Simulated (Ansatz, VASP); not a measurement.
# One calculation of Cs, two programs

```
CELL_PARAMETERS angstrom
-3.12847 3.12847 3.12847
3.12847 -3.12847 3.12847
3.12847 3.12847 -3.12847
ATOMIC_POSITIONS crystal
Cs 0.00000 0.00000 0.00000
```

Alike in both runs: task single point; functional PBEsol; k mesh 6 × 6 × 6; occupations fermi-dirac, width 0.05 eV; no spin polarisation.

|  | VASP | Ansatz |
| --- | --- | --- |
| version | VASP 6.6.1 | Ansatz 0.2.0 |
| potentials or method | VASP PAW PBE potentials, release 64 (Cs_sv), cutoff 520 eV | all-electron LAPW, scalar-relativistic |

|  | VASP | Ansatz | Ansatz less VASP |
| --- | --- | --- | --- |
| gap on the k mesh at the Fermi level (eV) | none | none | - |
| pressure (GPa) | -0.2 | -0.2 | +0.01 |

A gap of «none» marks a metal or a gap that the smearing closes. Ansatz ran all-electron here, so the differences hold the error of VASP's frozen core and of both bases.

Caveats: the PAW data sets were made with another functional, which shifts forces and pressure a little (VASP). Spin-orbit coupling is left out, which matters for the levels of Cs.
